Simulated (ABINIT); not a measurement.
# CuO (Tenorite) (C2/c) in ABINIT: equation of state

Aim: energy against volume of CuO (Tenorite) in PBEsol, for its equilibrium volume and stiffness.

Program: ABINIT 10.8.3 (patched build). These are calculated values, not measurements. Logs are shortened: lines on timing, memory, paths and dates and some standing lists are left out, and cuts for length are marked. The log counts tension as positive stress, the text compression.

## 1. The crystal as given

Symmetry: C2/c, No. 15, monoclinic system. The conventional cell has a = 4.684 Å, b = 3.423 Å, c = 5.129 Å, α = 90.00°, β = 99.54°, γ = 90.00°. Around Cu (site symmetry -1) lie 4 O at 1.95 to 1.96 Å. Around O (site symmetry 2) lie 4 Cu at 1.95 to 1.96 Å.

## 2. Equation of state, PBEsol

run.abi

```
# Datasets: one volume each
ndtset 7
scalecart1 3*0.9795861087
scalecart2 3*0.9864848297
scalecart3 3*0.9932883884
scalecart4 3*1.0000000000
scalecart5 3*1.0066227096
scalecart6 3*1.0131594038
scalecart7 3*1.0196128224

# Pseudopotentials
pp_dirpath "./"
pseudos "Cu.GGA_PBE-JTH.xml, O.GGA_PBE-JTH.xml"

# Structure
acell 5.4811209356 5.4811209356 9.692027348
rprim
     0.8073996500    -0.5900049196     0.0000000000
     0.8073996500     0.5900049196     0.0000000000
    -0.1657361228     0.0000000000     0.9861701362
ntypat 2
znucl 29 8
natom 4
typat 1 1 2 2
xred
     0.5000000000     0.0000000000     0.5000000000
     0.0000000000     0.5000000000     0.0000000000
     0.4184000000     0.5816000000     0.7500000000
     0.5816000000     0.4184000000     0.2500000000
chkprim 0
chksymtnons 0
tolsym 1.0e-6

# Plane-wave basis
ecut 707.496042 eV
pawecutdg 48.0
pawxcdev 0

# k points
kptopt 1
ngkpt 10 10 5
nshiftk 1
shiftk 0.0 0.0 0.0

# Exchange and correlation
ixc -116133

# Bands and occupations
nband 30
occopt 3
tsmear 0.00183747

# SCF cycle
nstep 100
tolvrs 1.0e-9

# Output
iomode 3
prtwf 0
prtden 0
prteig 0
prtebands 0
enunit 2
```

Potentials or basis: JTH PAW PBE v2.0.

The run is started by

```
$ mpirun --bind-to none -np 4 abinit run.abi > log 2>&1
```

run.abo:

```text
.Version 10.8.3 of ABINIT
 DATASET    1 : space group C2/c (# 15); Bravais mC (1-face-center monocl.)
================================================================================
 Values of the parameters that define the memory need for DATASET  1.
     intxc =       0    ionmov =       0      iscf =      17    lmnmax =      18
     lnmax =       6     mgfft =      45  mpssoang =       3    mqgrid =    3001
     natom =       4  nloc_mem =       2    nspden =       1   nspinor =       1
    nsppol =       1      nsym =       4    n1xccc =       1    ntypat =       2
    occopt =       3   xclevel =       2
       mpw =        1650          nfft =       32805          nkpt =         141
Pmy_natom=         1
 PAW method is used; the additional fine FFT grid is defined by:
   mgfftf=        60    nfftf =     77760
================================================================================
================================================================================
[... 77 lines left out ...]
================================================================================
 Values of the parameters that define the memory need for DATASET  7.
     intxc =       0    ionmov =       0      iscf =      17    lmnmax =      18
     lnmax =       6     mgfft =      48  mpssoang =       3    mqgrid =    3040
     natom =       4  nloc_mem =       2    nspden =       1   nspinor =       1
    nsppol =       1      nsym =       4    n1xccc =       1    ntypat =       2
    occopt =       3   xclevel =       2
       mpw =        1860          nfft =       34992          nkpt =         141
Pmy_natom=         1
 PAW method is used; the additional fine FFT grid is defined by:
   mgfftf=        64    nfftf =     82944
================================================================================
================================================================================

--------------------------------------------------------------------------------
------------- Echo of variables that govern the present computation ------------
--------------------------------------------------------------------------------
 -outvars: echo values of preprocessed input variables --------
            acell      5.4811209356E+00  5.4811209356E+00  9.6920273480E+00 Bohr
              amu      6.35460000E+01  1.59994000E+01
          chkprim           0
      chksymtnons           0
             ecut      2.60000000E+01 Hartree
           enunit           2
                       outvar_i_n : Printing only first  50 k-points.
              ixc     -116133
           jdtset        1    2    3    4    5    6    7
                       outvar_i_n : Printing only first  50 k-points.
         kptrlatt       10    0    0      0   10    0      0    0    5
          kptrlen1     4.74708768E+01
          kptrlen2     4.78051897E+01
          kptrlen3     4.81348911E+01
          kptrlen4     4.84601367E+01
          kptrlen5     4.87810742E+01
          kptrlen6     4.90978432E+01
          kptrlen7     4.94105768E+01
            natom           4
            nband          30
           ndtset           7
            ngfft1         27      27      45
            ngfft2         27      27      45
            ngfft3         27      27      48
            ngfft4         27      27      48
            ngfft5         27      27      48
            ngfft6         27      27      48
            ngfft7         27      27      48
          ngfftdg1         36      36      60
          ngfftdg2         36      36      60
          ngfftdg3         36      36      64
          ngfftdg4         36      36      64
          ngfftdg5         36      36      64
          ngfftdg6         36      36      64
          ngfftdg7         36      36      64
             nkpt         141
            nstep         100
             nsym           4
           ntypat           2
                       prtocc : prtvol=0, do not print more k-points.
           occopt           3
        pawecutdg      4.80000000E+01 Hartree
         pawxcdev           0
           prtden           0
        prtebands           0
           prteig           0
            prtwf           0
            rprim1     7.9091748131E-01 -5.7796062330E-01  0.0000000000E+00
                       7.9091748131E-01  5.7796062330E-01  0.0000000000E+00
                      -1.6235280360E-01  0.0000000000E+00  9.6603856624E-01
[... 13 lines left out ...]
                       8.1802454802E-01  5.9776903258E-01  0.0000000000E+00
                      -1.6791711136E-01  0.0000000000E+00  9.9914754724E-01
            rprim7     8.2323503594E-01 -6.0157658130E-01  0.0000000000E+00
                       8.2323503594E-01  6.0157658130E-01  0.0000000000E+00
                      -1.6898667594E-01  0.0000000000E+00  1.0055117159E+00
          spgroup          15
           tolsym      1.00000000E-06
           tolvrs      1.00000000E-09
           tsmear      1.83747000E-03 Hartree
            typat      1  1  2  2
           useylm           1
                       outvars : Printing only first  50 k-points.
           xangst1     7.3068433428E-01 -8.3818285330E-01  2.4773092976E+00
                       1.1470218636E+00  8.3818285330E-01  0.0000000000E+00
                       1.6695374332E+00  2.7358288332E-01  3.7159639464E+00
                       2.0858749625E+00 -2.7358288332E-01  1.2386546488E+00
           xangst2     7.3583016814E-01 -8.4408574392E-01  2.4947557125E+00
                       1.1550997484E+00  8.4408574392E-01  0.0000000000E+00
                       1.6812951264E+00  2.7550958682E-01  3.7421335687E+00
                       2.1005647067E+00 -2.7550958682E-01  1.2473778562E+00
           xangst3     7.4090501936E-01 -8.4990720892E-01  2.5119614681E+00
                       1.1630662054E+00  8.4990720892E-01  0.0000000000E+00
                       1.6928906317E+00  2.7740971299E-01  3.7679422022E+00
                       2.1150518178E+00 -2.7740971299E-01  1.2559807341E+00
           xangst4     7.4591128620E-01 -8.5564999938E-01  2.5289346956E+00
                       1.1709249992E+00  8.5564999938E-01  0.0000000000E+00
                       1.7043294289E+00  2.7928415980E-01  3.7934020433E+00
                       2.1293431419E+00 -2.7928415980E-01  1.2644673478E+00
           xangst5     7.5085124004E-01 -8.6131672085E-01  2.5456830956E+00
[... 24 lines left out ...]
                       2.2127275625E+00  1.6169441585E+00  0.0000000000E+00
                       3.2207158490E+00  5.2777057332E-01  7.1684909474E+00
                       4.0238753663E+00 -5.2777057332E-01  2.3894969825E+00
            xcart5     1.4189032050E+00 -1.6276527101E+00  4.8106438541E+00
                       2.2273818146E+00  1.6276527101E+00  0.0000000000E+00
                       3.2420457147E+00  5.3126584456E-01  7.2159657812E+00
                       4.0505243243E+00 -5.3126584456E-01  2.4053219271E+00
            xcart6     1.4281171202E+00 -1.6382221796E+00  4.8418826763E+00
                       2.2418457380E+00  1.6382221796E+00  0.0000000000E+00
                       3.2630985493E+00  5.3471571941E-01  7.2628240144E+00
                       4.0768271671E+00 -5.3471571941E-01  2.4209413381E+00
            xcart7     1.4372136529E+00 -1.6486569971E+00  4.8727235248E+00
                       2.2561253952E+00  1.6486569971E+00  0.0000000000E+00
                       3.2838831769E+00  5.3812164384E-01  7.3090852872E+00
                       4.1027949192E+00 -5.3812164384E-01  2.4363617624E+00
             xred      5.0000000000E-01  3.0557075145E-17  5.0000000000E-01
                       3.0108074615E-17  5.0000000000E-01  0.0000000000E+00
                       4.1840000000E-01  5.8160000000E-01  7.5000000000E-01
                       5.8160000000E-01  4.1840000000E-01  2.5000000000E-01
            znucl       29.00000    8.00000

================================================================================

 chkinp: Checking input parameters for consistency, jdtset=   1.

 chkinp: Checking input parameters for consistency, jdtset=   2.
[... 48 lines left out ...]
- pspini: atom type   2  psp file is ./O.GGA_PBE-JTH.xml
 Pseudopotential format is: paw10
 basis_size (lnmax)=  4 (lmn_size=  8), orbitals=   0   0   1   1
 Spheres core radius: rc_sph= 1.41465230
 Shapefunction is SIN type: shapef(r)=[sin(pi*r/rshp)/(pi*r/rshp)]**2
 Radius for shape functions =  1.20231231
 Compensation charge density is not taken into account in XC energy/potential

   4.18034755E+03                                ecore*ucvol(ha*bohr**3)
--------------------------------------------------------------------------------

================================================================================

--- !BeginCycle
iteration_state: {dtset: 1, }
solver: {iscf: 17, nstep: 100, nline: 4, wfoptalg: 10, }
tolerances: {tolvrs: 1.00E-09, }
...
[... 1487 lines left out ...]
-Cartesian components of stress tensor (GPa)         [Pressure= -1.1432E+01 GPa]
- sigma(1 1)=  1.23401677E+01  sigma(3 2)=  0.00000000E+00
- sigma(2 2)=  7.14920073E+00  sigma(3 1)= -6.36997795E-01
- sigma(3 3)=  1.48073390E+01  sigma(2 1)=  0.00000000E+00

== END DATASET(S) ==============================================================
================================================================================

 -outvars: echo values of variables after computation  --------
            acell      5.4811209356E+00  5.4811209356E+00  9.6920273480E+00 Bohr
           etotal1    -4.2782031709E+02
           etotal2    -4.2782185979E+02
           etotal3    -4.2782258110E+02
           etotal4    -4.2782255242E+02
           etotal5    -4.2782186232E+02
           etotal6    -4.2782058317E+02
           etotal7    -4.2781877954E+02
            fcart1    -0.0000000000E+00 -0.0000000000E+00 -0.0000000000E+00
                      -0.0000000000E+00 -0.0000000000E+00 -0.0000000000E+00
                       3.7672844445E-20 -2.4741482265E-03 -1.0914619185E-20
                      -3.7672844445E-20  2.4741482265E-03  1.0914619185E-20
            fcart2     1.0387985204E-19 -2.1684043450E-19  2.1900042856E-20
                       1.0387985204E-19 -2.1684043450E-19  2.1900042856E-20
                       1.4170457203E-19 -3.9875053567E-03  1.8142068595E-20
                      -3.4946427612E-19  3.9875053567E-03 -6.1942154308E-20
            fcart3    -0.0000000000E+00 -0.0000000000E+00 -0.0000000000E+00
                      -0.0000000000E+00 -0.0000000000E+00 -0.0000000000E+00
[... 66 lines left out ...]
                       1.1709249992E+00  8.5564999938E-01  0.0000000000E+00
                       1.7043294289E+00  2.7928415980E-01  3.7934020433E+00
                       2.1293431419E+00 -2.7928415980E-01  1.2644673478E+00
           xangst5     7.5085124004E-01 -8.6131672085E-01  2.5456830956E+00
                       1.1786796955E+00  8.6131672085E-01  0.0000000000E+00
                       1.7156167078E+00  2.8113377768E-01  3.8185246435E+00
                       2.1434451632E+00 -2.8113377768E-01  1.2728415478E+00
           xangst6     7.5572703401E-01 -8.6690984323E-01  2.5622139684E+00
                       1.1863336741E+00  8.6690984323E-01  0.0000000000E+00
                       1.7267573881E+00  2.8295937283E-01  3.8433209526E+00
                       2.1573640282E+00 -2.8295937283E-01  1.2811069842E+00
           xangst7     7.6054071178E-01 -8.7243171086E-01  2.5785342426E+00
                       1.1938901433E+00  8.7243171086E-01  0.0000000000E+00
                       1.7377561393E+00  2.8476171042E-01  3.8678013639E+00
                       2.1711055708E+00 -2.8476171042E-01  1.2892671213E+00
             xred      5.0000000000E-01  3.0557075145E-17  5.0000000000E-01
                       3.0108074615E-17  5.0000000000E-01  0.0000000000E+00
                       4.1840000000E-01  5.8160000000E-01  7.5000000000E-01
                       5.8160000000E-01  4.1840000000E-01  2.5000000000E-01
 Calculation completed.
```

Wall time 15 min (4 MPI ranks of Intel Xeon Platinum 8259CL at 2.50GHz (Skylake/Cascade Lake), shared host); peak memory 0.68 GiB.

What came out:

| Item | Value |
| --- | --- |
| Equilibrium volume | 10.02 Å³/atom |
| Bulk modulus at fixed shape and positions | 187 GPa |
| Pressure derivative of the bulk modulus | 4.7 |

Energy against volume, from the lowest point:
```tsv
volume (Å³/atom)	energy (meV/atom)
9.527	15.40
9.730	4.91
9.932	0.00
10.135	0.20
10.338	4.89
10.540	13.59
10.743	25.86
```

Caveat: pressures at fixed basis lie under the slope of the energies; the cell was scaled at fixed shape and fractional positions, which overstates the stiffness of a crystal with free parameters, most of all of layers and chains; the PAW data sets were made with another functional, which shifts forces and pressure a little; the run has no spin polarisation, though such a crystal can be magnetic.
